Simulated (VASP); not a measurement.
# ZrSi2: interstitial Li from one void to a neighbouring one, part 2 of 4

Aim: the barrier for one hop in ZrSi2: interstitial Li from one void to a neighbouring one. The start is a cell from a database of measured crystal structures.

VASP 6.6.1, plane waves and PAW; the level of theory is named at each step.

So far. Step 2 (Relax the host): The run ended after 6 ionic steps, 0.005 eV below its first step, once forces and stress met EDIFFG = -0.02.

The database entry behind the starting cell differs from later determinations by our own check (a about 0.3 % long), so it need not match the best structure at ambient conditions.

**3. Relax the start**

This step: PBE; plane waves and PAW (Zr_sv, Si, Li) (VASP 6.6.1).

System of this step: LiZr12Si24. The cell holds 37 atoms: 12 Zr, 24 Si and 1 Li. Cell: a = 8.455 Å, b = 8.455 Å, c = 11.168 Å, α = 77.3°, β = 77.3°, γ = 121.8°. It derives from ZrSi2. Nearest the centre at fractional (0.000, 0.500, 0.167): Si21 at 1.29 Å, Si13 at 1.31 Å, Li37 at 1.44 Å, Zr3 at 2.51 Å, Zr7 at 2.52 Å, Si18 at 2.90 Å, Si20 at 2.91 Å, Si24 at 2.93 Å.

A path needs two true minima; the start is relaxed with symmetry off.

Contents of INCAR:

```
SYSTEM = LiZr12Si24
PREC = Normal
ENCUT = 280
EDIFF = 1E-05
NELM = 120
ISMEAR = 1
SIGMA = 0.15
LREAL = Auto
ALGO = Fast
GGA = PE
NBANDS = 150
LASPH = .TRUE.
LORBIT = 11
LWAVE = .FALSE.
LCHARG = .FALSE.
KPAR = 6
IBRION = 2
NSW = 60
ISIF = 2
EDIFFG = -0.05
POTIM = 0.4
MAXMIX = 40
ISYM = 0
```

Contents of POSCAR:

```
LiZr12Si24
1.0
    1.8614085290      7.3892376652      3.6633991849
    1.8614085290     -7.3892376652      3.6633991849
   11.1684511740      0.0000000000      0.0000000000
Zr Si Li
12 24 1
Direct
    0.5219083718      0.7298956198      0.1253181926
    0.5223381709      0.7300987711      0.4555935363
    0.0216760778      0.2303142726      0.2903733880
    0.5214252938      0.7315594368      0.7916959319
    0.0183579513      0.2290099615      0.6241198697
    0.0191499001      0.2292534585      0.9596718292
    0.9797796984      0.7702647531      0.0402590488
    0.9846048784      0.7708912429      0.3735904415
    0.4770720210      0.2719738264      0.2036373212
    0.9809878880      0.7701985617      0.7073795506
    0.4775698661      0.2703686332      0.5458027881
    0.4827906993      0.2708292358      0.8780547883
    0.8735477045      0.3773665543      0.1239271622
    0.8717949405      0.3744750447      0.4591502204
    0.3737741486      0.8756893553      0.2916270699
    0.8739870801      0.3732488659      0.7922983294
    0.3774028025      0.8743488401      0.6257713190
    0.3749423234      0.8723201097      0.9573243416
    0.6257248075      0.1292676443      0.0424089558
    0.6221322431      0.1261540508      0.3752496889
    0.1223671423      0.6222706896      0.2093239121
    0.6236750653      0.1237767570      0.7067749918
    0.1212062216      0.6197923713      0.5435886349
    0.1255242306      0.6228514482      0.8757262679
    0.1795336872      0.0718499814      0.1233174154
    0.1733117123      0.0685984335      0.4612859527
    0.6793368841      0.5748959269      0.2907641955
    0.1723543235      0.0711207907      0.7931008974
    0.6769960902      0.5695085584      0.6271652114
    0.6797054358      0.5728517758      0.9579052532
    0.3222644270      0.4272178662      0.0433220894
    0.3174607621      0.4202509005      0.3765845218
    0.8183300505      0.9238883844      0.2093819626
    0.3236490021      0.4310594380      0.7081445821
    0.8264088354      0.9302453322      0.5403327337
    0.8168573993      0.9248753136      0.8770636156
    0.1646364734      0.5399377012      0.0593219697
```

Contents of KPOINTS:

```
Automatic mesh
0
Gamma
3 3 2
0 0 0
```

PAW data sets: Zr_sv, Si and Li (PBE family, release 64).

The run is started by

```bash
mpirun -np 6 vasp_std
```

The program printed:

```text
[banner, memory and clock lines left out]
running    6 mpi-ranks, on    1 nodes
 distrk:  each k-point on    1 cores,    6 groups
 distr:  one band on    1 cores,    1 groups

 POSCAR found type information on POSCAR ZrSiLi
 POSCAR found :  3 types and      37 ions
 [... a notice as in an earlier step ...]

 LDA part: xc-table for (Slater+PW92), standard interpolation
 POSCAR, INCAR and KPOINTS ok, starting setup
 FFT: planning ... GRIDC
 FFT: planning ... GRID_SOFT
 FFT: planning ... GRID
 WAVECAR not read
 entering main loop
       N       E                     dE             d eps       ncg     rms          rms(c)
DAV:   1     0.128275078922E+04    0.12828E+04   -0.81373E+04  3104   0.948E+02
DAV:   2    -0.125313876666E+03   -0.14081E+04   -0.13520E+04  3470   0.299E+02
DAV:   3    -0.253430888623E+03   -0.12812E+03   -0.12614E+03  4264   0.712E+01
DAV:   4    -0.267077622781E+03   -0.13647E+02   -0.13598E+02  4640   0.197E+01
DAV:   5    -0.267967113479E+03   -0.88949E+00   -0.88912E+00  4088   0.444E+00    0.572E+01
RMM:   6    -0.254779241373E+03    0.13188E+02   -0.37916E+01  3562   0.115E+01    0.261E+01
RMM:   7    -0.255754030552E+03   -0.97479E+00   -0.27069E+01  3823   0.774E+00    0.484E+00
RMM:   8    -0.255196198596E+03    0.55783E+00   -0.26505E+00  3586   0.410E+00    0.319E+00
RMM:   9    -0.255222137821E+03   -0.25939E-01   -0.13156E+00  3812   0.223E+00    0.146E+00
RMM:  10    -0.255221863774E+03    0.27405E-03   -0.51296E-01  4280   0.133E+00    0.765E-01
RMM:  11    -0.255237250060E+03   -0.15386E-01   -0.17176E-01  5237   0.595E-01    0.825E-01
RMM:  12    -0.255249538489E+03   -0.12288E-01   -0.79741E-02  4900   0.434E-01    0.145E+00
RMM:  13    -0.255240280903E+03    0.92576E-02   -0.54931E-02  4002   0.604E-01    0.330E-01
RMM:  14    -0.255242152228E+03   -0.18713E-02   -0.20272E-02  5154   0.239E-01    0.108E-01
RMM:  15    -0.255242778034E+03   -0.62581E-03   -0.54872E-03  5319   0.115E-01    0.137E-01
RMM:  16    -0.255242958677E+03   -0.18064E-03   -0.19876E-03  5262   0.704E-02    0.165E-01
RMM:  17    -0.255242949319E+03    0.93581E-05   -0.95598E-04  5030   0.512E-02    0.148E-01
RMM:  18    -0.255242907140E+03    0.42179E-04   -0.77989E-04  4869   0.470E-02    0.102E-01
RMM:  19    -0.255242931495E+03   -0.24355E-04   -0.31545E-04  4852   0.289E-02    0.907E-02
RMM:  20    -0.255242945261E+03   -0.13767E-04   -0.14144E-04  3469   0.200E-02    0.930E-02
RMM:  21    -0.255242948303E+03   -0.30421E-05   -0.10043E-04  3708   0.169E-02    0.713E-02
RMM:  22    -0.255242947522E+03    0.78152E-06   -0.75599E-05  3524   0.156E-02
   1 F= -.25524295E+03 E0= -.25523524E+03  d E =-.255243E+03
 curvature:   0.00 expect dE= 0.000E+00 dE for cont linesearch  0.000E+00
 trial: gam= 0.00000 g(F)=  0.206E+01 g(S)=  0.000E+00 ort = 0.000E+00 (trialstep = 0.100E+01)
 search vector abs. value=  0.206E+01
 bond charge predicted
       N       E                     dE             d eps       ncg     rms          rms(c)
DAV:   1    -0.256428202106E+03   -0.11853E+01   -0.39985E+01  3296   0.178E+01    0.249E+00
RMM:   2    -0.256545616882E+03   -0.11741E+00   -0.16766E+00  3545   0.328E+00    0.500E+00
RMM:   3    -0.256534790195E+03    0.10827E-01   -0.40054E-01  3795   0.179E+00    0.448E+00
RMM:   4    -0.256520941480E+03    0.13849E-01   -0.18572E-01  4307   0.875E-01    0.987E-01
RMM:   5    -0.256524736641E+03   -0.37952E-02   -0.43933E-02  5266   0.367E-01    0.943E-01
RMM:   6    -0.256524323505E+03    0.41314E-03   -0.15005E-02  5106   0.234E-01    0.382E-01
RMM:   7    -0.256525247392E+03   -0.92389E-03   -0.75324E-03  5314   0.144E-01    0.396E-01
RMM:   8    -0.256525371276E+03   -0.12388E-03   -0.35827E-03  5137   0.101E-01    0.313E-01
RMM:   9    -0.256525487391E+03   -0.11612E-03   -0.20213E-03  5098   0.732E-02    0.303E-01
RMM:  10    -0.256525369650E+03    0.11774E-03   -0.16753E-03  5043   0.792E-02    0.177E-01
RMM:  11    -0.256525465224E+03   -0.95575E-04   -0.67462E-04  4975   0.496E-02    0.158E-01
RMM:  12    -0.256525502147E+03   -0.36922E-04   -0.40761E-04  5019   0.341E-02    0.146E-01
RMM:  13    -0.256525516308E+03   -0.14161E-04   -0.22292E-04  4134   0.257E-02    0.133E-01
RMM:  14    -0.256525512470E+03    0.38380E-05   -0.14788E-04  4531   0.216E-02    0.122E-01
RMM:  15    -0.256525496890E+03    0.15580E-04   -0.14573E-04  4514   0.231E-02    0.888E-02
RMM:  16    -0.256525496893E+03   -0.32633E-08   -0.15696E-04  4701   0.260E-02    0.340E-02
RMM:  17    -0.256525500278E+03   -0.33851E-05   -0.38174E-05  2490   0.130E-02
   2 F= -.25652550E+03 E0= -.25651597E+03  d E =-.128255E+01
[... from here on, the cycles between the ionic steps are left out ...]
   3 F= -.25666119E+03 E0= -.25665146E+03  d E =-.141825E+01
   4 F= -.25681799E+03 E0= -.25680793E+03  d E =-.156798E+00
   5 F= -.25684554E+03 E0= -.25683540E+03  d E =-.184346E+00
   6 F= -.25687563E+03 E0= -.25686558E+03  d E =-.300854E-01
   7 F= -.25688280E+03 E0= -.25687290E+03  d E =-.372549E-01
   8 F= -.25689405E+03 E0= -.25688418E+03  d E =-.112511E-01
   9 F= -.25689621E+03 E0= -.25688639E+03  d E =-.134100E-01
  10 F= -.25690080E+03 E0= -.25689096E+03  d E =-.459347E-02
[...]
WARNING in EDDRMM: call to ZHEGV failed, returncode =   8  4    115
  11 F= -.25690138E+03 E0= -.25689154E+03  d E =-.517740E-02
 curvature:  -1.77 expect dE=-0.217E-02 dE for cont linesearch -0.282E-05
 trial: gam= 0.32789 g(F)=  0.123E-02 g(S)=  0.000E+00 ort =-0.957E-04 (trialstep = 0.182E+01)
 search vector abs. value=  0.178E-02
 bond charge predicted
       N       E                     dE             d eps       ncg     rms          rms(c)
DAV:   1    -0.256902215566E+03   -0.83660E-03   -0.22624E-01  3188   0.144E+00    0.110E-01
RMM:   2    -0.256902754340E+03   -0.53877E-03   -0.65309E-03  3472   0.221E-01    0.748E-02
RMM:   3    -0.256902817919E+03   -0.63579E-04   -0.98885E-04  4223   0.701E-02    0.604E-02
RMM:   4    -0.256902830659E+03   -0.12740E-04   -0.24077E-04  4896   0.276E-02    0.457E-02
RMM:   5    -0.256902830104E+03    0.55518E-06   -0.94033E-05  4011   0.177E-02
  12 F= -.25690283E+03 E0= -.25689296E+03  d E =-.144730E-02
 trial-energy change:   -0.001447  1 .order   -0.001433   -0.002182   -0.000685
 step:   2.6591(harm=  2.6591)  dis= 0.00821  next Energy=  -256.902973 (dE=-0.159E-02)
 reached required accuracy - stopping structural energy minimisation
```

Wall time 5.9 min (6 MPI ranks of Intel Xeon 6975P-C (Granite Rapids), shared host); peak memory 2.5 GiB; 31 min of CPU time.

Parts of OUTCAR (step 3):

```text
 Found     10 irreducible k-points:

   k-points           NKPTS =     10   k-points in BZ     NKDIM =     10   number of bands    NBANDS=    150

   dimension x,y,z NGX =    36 NGY =   36 NGZ =   48
   dimension x,y,z NGXF=    72 NGYF=   72 NGZF=   96

   ENCUT  =  280.0 eV  20.58 Ry    4.54 a.u.  11.54 11.54 15.24*2*pi/ulx,y,z

   NELECT =     241.0000    total number of electrons

 E-fermi :  10.1027

 k-point     1 :       0.0000    0.0000    0.0000
  band No.  band energies     occupation
    ...
    118       9.0444      2.00000
    119       9.1737      2.00000
    120       9.9455      2.05880
    121      10.0286      1.73329
    122      10.1005      1.02465
    123      10.7516     -0.00000
    124      10.8811     -0.00000
    125      11.1788     -0.00000
    126      11.3654     -0.00000
    127      11.3740     -0.00000
    ...

 k-point     2 :       0.3333    0.0000    0.0000
  band No.  band energies     occupation
    ...
    116       8.9628      2.00000
    117       9.0564      2.00000
    118       9.3309      2.00000
    119       9.3708      2.00000
    120       9.9314      2.06855
    121      10.2632     -0.06190
    122      10.3316     -0.05291
    123      10.4679     -0.00308
    124      10.5521     -0.00019
    125      10.6423     -0.00000
    ...

  Total        8.0185136      6.6791432     10.5577494     -0.0022504      0.0019857     -1.0140897
  in kB       21.2470005     17.6980131     27.9753227     -0.0059630      0.0052617     -2.6870772
  external PRESSURE =      22.3067788 kB  Pullay stress =       0.0000000 kB

  energy-cutoff  :      280.00
  volume of cell :      604.65
      direct lattice vectors                 reciprocal lattice vectors
     1.861408529  7.389237665  3.663399185     0.000000000  0.067665979  0.136485263
     1.861408529 -7.389237665  3.663399185     0.000000000 -0.067665979  0.136485263
    11.168451174  0.000000000  0.000000000     0.089537930  0.000000000 -0.045495088

 POSITION                                       TOTAL-FORCE (eV/Angst)
 -----------------------------------------------------------------------------------
      3.72008     -1.56196      4.56790        -0.001389      0.008725      0.007128
      7.44755     -1.56055      4.57002        -0.003348      0.000099      0.004868
      3.71949     -1.55110      0.90583        -0.004367     -0.011438      0.015302
     11.17821     -1.55311      4.57156         0.006556     -0.004203     -0.001610
      7.45091     -1.56094      0.91049         0.006424     -0.000034     -0.009715
     11.17671     -1.56106      0.90947         0.000700      0.001330     -0.002934
      3.72631      1.59365      6.40162        -0.009183      0.012200     -0.001483
      7.47195      1.52662      6.39455         0.010168      0.006281     -0.007460
      3.74158      1.54444      2.71877         0.004107      0.000643     -0.006335
     11.15012      1.52591      6.41180        -0.013028      0.002650     -0.000626
      7.44950      1.54095      2.73963        -0.000824     -0.007375      0.001623
     11.15538      1.54358      2.75910         0.005016     -0.010230      0.015989
      3.74010      3.64850      4.39003         0.005524     -0.010478      0.014456
      7.45832      3.69529      4.56233        -0.000982     -0.005622      0.000340
      5.60767     -3.68977      4.57273        -0.007968     -0.003192      0.007826
     11.15167      3.69713      4.57102         0.006745      0.011569     -0.012938
      9.30220     -3.69505      4.58134        -0.002565     -0.000620     -0.002952
     13.01235     -3.74637      4.74836         0.015284      0.016498     -0.003898
      1.86219      3.67874      2.73757         0.004527      0.002140      0.004754
      5.61514      3.68246      2.73761        -0.001217     -0.004225     -0.010701
      3.90441     -3.75598      2.73179        -0.013613     -0.005181      0.006870
      9.28448      3.68188      2.74449        -0.005453     -0.001260     -0.001406
      7.44969     -3.71107      2.74133        -0.000378      0.008021     -0.005880
     10.99600     -3.75769      2.74635         0.004557      0.002140     -0.006058
      1.85968      0.86808      0.86195        -0.006581      0.006667      0.021860
      5.59154      0.76596      0.90901         0.016111     -0.016539      0.007023
      5.58478      0.78767      4.57426         0.008053     -0.005689     -0.021057
      9.31417      0.78348      0.90449        -0.012270      0.003974      0.012016
      9.30678      0.76493      4.57056        -0.013818     -0.015026     -0.002126
     13.03826      0.86522      4.61403         0.003547      0.019080      0.002791
      1.86472     -0.54434      2.73811        -0.001407     -0.006801     -0.003736
      5.59017     -0.79827      2.74270         0.005113     -0.006974     -0.008625
      5.57491     -0.78412      6.40256         0.009737      0.016925     -0.002517
      9.30793     -0.80009      2.73782        -0.010328     -0.006077     -0.001238
      9.31122     -0.81225      6.40376        -0.002161     -0.028154     -0.007147
     13.04414     -0.78591      6.40128        -0.003138      0.018694      0.010336
      1.86541     -2.75752      2.74003         0.001853      0.011483     -0.012740
 -----------------------------------------------------------------------------------
    total drift:                               -0.011964      0.004632      0.017676

  FREE ENERGIE OF THE ION-ELECTRON SYSTEM (eV)
  ---------------------------------------------------
  free  energy   TOTEN  =      -256.9028301040 eV

  energy  without entropy=     -256.8732315786  energy(sigma->0) =     -256.89296393

 total charge
# of ion       s       p       d       tot
------------------------------------------
    1        2.145   5.976   1.761   9.882
    2        2.147   5.979   1.782   9.908
    3        2.145   5.976   1.763   9.884
    4        2.145   5.976   1.763   9.884
    5        2.147   5.979   1.783   9.909
    6        2.145   5.976   1.761   9.882
    7        2.145   5.976   1.779   9.900
    8        2.149   5.981   1.804   9.933
    9        2.150   5.982   1.811   9.943
   10        2.149   5.981   1.803   9.933
   11        2.147   5.979   1.785   9.912
   12        2.150   5.982   1.812   9.944
   13        0.771   0.883   0.000   1.654
   14        0.758   0.872   0.000   1.630
   15        0.760   0.867   0.000   1.627
   16        0.760   0.867   0.000   1.627
   17        0.758   0.872   0.000   1.630
   18        0.771   0.884   0.000   1.655
   19        0.756   0.875   0.000   1.631
   20        0.760   0.870   0.000   1.630
   21        0.770   0.879   0.000   1.649
   22        0.760   0.871   0.000   1.630
   23        0.766   0.860   0.000   1.626
   24        0.770   0.879   0.000   1.649
   25        0.777   0.923   0.000   1.700
   26        0.775   0.932   0.000   1.707
   27        0.775   0.922   0.000   1.696
   28        0.774   0.922   0.000   1.696
   29        0.775   0.932   0.000   1.707
   30        0.777   0.923   0.000   1.700
   31        0.757   1.000   0.000   1.756
   32        0.775   0.927   0.000   1.702
   33        0.775   0.924   0.000   1.699
   34        0.775   0.927   0.000   1.702
   35        0.775   0.925   0.000   1.699
   36        0.775   0.924   0.000   1.699
   37        0.200   0.482   0.000   0.682
--------------------------------------------------
tot         44.407  93.884  21.408 159.698

[... 1 part as in an earlier step ...]

[... 7 further parts left out ...]
```

This run has no spin polarisation. Its electron count is odd, so without a moment it is a metal by construction.

Step by step:

```
step  energy less that of the first step (eV)  largest force (eV/Å)
   1                                   0.0000                3.9363
   2                                  -1.2826                1.4618
   3                                  -1.4182                1.0112
   4                                  -1.5750                0.4858
   5                                  -1.6026                0.3854
   6                                  -1.6327                0.1926
   7                                  -1.6398                0.2417
   8                                  -1.6511                0.0882
   9                                  -1.6533                0.1104
  10                                  -1.6579                0.0663
  11                                  -1.6584                0.0651
  12                                  -1.6599                0.0291
```

The atoms that moved most (Å):

| atom | dx | dy | dz | length |
| --- | --- | --- | --- | --- |
| Si31 | -0.014 | 0.231 | -0.008 | 0.232 |
| Si24 | -0.178 | -0.083 | 0.005 | 0.196 |
| Si13 | 0.028 | -0.018 | -0.193 | 0.195 |
| Li37 | -0.109 | 0.016 | 0.159 | 0.193 |
| Si18 | -0.001 | -0.071 | 0.179 | 0.193 |
| Si21 | 0.181 | -0.062 | 0.004 | 0.191 |
| Si25 | 0.014 | 0.072 | -0.059 | 0.094 |
| Zr9 | 0.073 | 0.029 | -0.025 | 0.082 |

The relaxed structure:

```xyz
37
Lattice="1.8614 7.3892 3.6634 1.8614 -7.3892 3.6634 11.1685 0.0000 0.0000" Properties=species:S:1:pos:R:3 pbc="T T T"
Zr    3.7201   -1.5620    4.5679
Zr    7.4475   -1.5606    4.5700
Zr    3.7195   -1.5511    0.9058
Zr   11.1782   -1.5531    4.5716
Zr    7.4509   -1.5609    0.9105
Zr   11.1767   -1.5611    0.9095
Zr    3.7263    1.5937    6.4016
Zr    7.4719    1.5266    6.3945
Zr    3.7416    1.5444    2.7188
Zr   11.1501    1.5259    6.4118
Zr    7.4495    1.5409    2.7396
Zr   11.1554    1.5436    2.7591
Si    3.7401    3.6485    4.3900
Si    7.4583    3.6953    4.5623
Si    5.6077   -3.6898    4.5727
Si   11.1517    3.6971    4.5710
Si    9.3022   -3.6951    4.5813
Si   13.0123   -3.7464    4.7484
Si    1.8622    3.6787    2.7376
Si    5.6151    3.6825    2.7376
Si    3.9044   -3.7560    2.7318
Si    9.2845    3.6819    2.7445
Si    7.4497   -3.7111    2.7413
Si   10.9960   -3.7577    2.7464
Si    1.8597    0.8681    0.8619
Si    5.5915    0.7660    0.9090
Si    5.5848    0.7877    4.5743
Si    9.3142    0.7835    0.9045
Si    9.3068    0.7649    4.5706
Si   13.0383    0.8652    4.6140
Si    1.8647   -0.5443    2.7381
Si    5.5902   -0.7983    2.7427
Si    5.5749   -0.7841    6.4026
Si    9.3079   -0.8001    2.7378
Si    9.3112   -0.8122    6.4038
Si   13.0441   -0.7859    6.4013
Li    1.8654   -2.7575    2.7400
```

Numbers from this step:

```yaml
electronic_cycles: 123
electrons: 241
free_energy_toten: -256.9028 eV
energy_at_zero_smearing: -256.8930 eV
fermi_energy: 10.10 eV
```

The run ended after 12 ionic steps, 1.660 eV below its first step, once the forces on the free atoms met EDIFFG = -0.05.

(Part 2 of 4 ends here.)

[Lines on the potential files, build, host, timing and source positions are cut from VASP's logs without a mark.]

[Logs are printed without paths, hosts, clocks, repeated set-up lines and the standing remarks that a program may print on its own settings, such as how far it seeks lower states.]

[Hosts, paths, dates, database ids (printed as entryN), source tags and the programs' standing remarks are cut or masked in the printed files.]

[Runs that stopped without an error message from VASP are left out.]
